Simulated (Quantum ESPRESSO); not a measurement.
Here is a Quantum ESPRESSO 7.5 calculation.

Contents of run.py:

```python
import numpy as np
from ase.calculators.espresso import Espresso, EspressoProfile
from ase.io import read

atoms = read('Si2Ni.xyz')
atoms.set_initial_magnetic_moments([1.0, 0.0, 0.0])

input_data = {
    'control': {'calculation': 'scf', 'prefix': 'pwscf', 'outdir': './tmp', 'tprnfor': True, 'tstress': True, 'disk_io': 'nowf'},
    'system': {'ecutwfc': 45.0, 'ecutrho': 360.0, 'nbnd': 23, 'occupations': 'smearing', 'smearing': 'fd', 'degauss': 0.00367493, 'nspin': 2},
    'electrons': {'conv_thr': 6e-10, 'electron_maxstep': 120, 'mixing_beta': 0.3},
}
pseudopotentials = {'Si': 'si_pbesol_v1.uspp.F.UPF', 'Ni': 'ni_pbesol_v1.4.uspp.F.UPF'}
profile = EspressoProfile(command='mpirun -n 2 pw.x -nk 2', pseudo_dir='pseudo')
dft = Espresso(profile=profile, input_data=input_data, pseudopotentials=pseudopotentials, kpts=(9, 9, 9), koffset=(0, 0, 0))
atoms.calc = dft

print(f'energy {atoms.get_potential_energy():.8f} eV')
print('forces (eV/A)')
print(np.round(atoms.get_forces(), 6))
print('stress (eV/A^3, Voigt)')
print(np.round(atoms.get_stress(), 8))
print(f'Fermi level {dft.get_fermi_level():.4f} eV')
```

Contents of Si2Ni.xyz:

```xyz
3
Lattice="0.0000000000 2.7030000000 2.7030000000 2.7030000000 0.0000000000 2.7030000000 2.7030000000 2.7030000000 0.0000000000" Properties=species:S:1:pos:R:3 pbc="T T T"
Ni     0.0000000000      0.0000000000      0.0000000000
Si     4.0545000000      4.0545000000      4.0545000000
Si     1.3515000000      1.3515000000      1.3515000000
```

Potentials or basis: GBRV 1.5 PBEsol.

Launch:

```console
$ OMP_NUM_THREADS=1 python run.py
```

(1) Estimate the net moment.

(2) Estimate the band gap on the k mesh.

(3) Estimate the pressure.

Answers

(1) 0.00 μB per cell.

(2) none (metal or under the smearing width).

(3) -0.8 GPa.
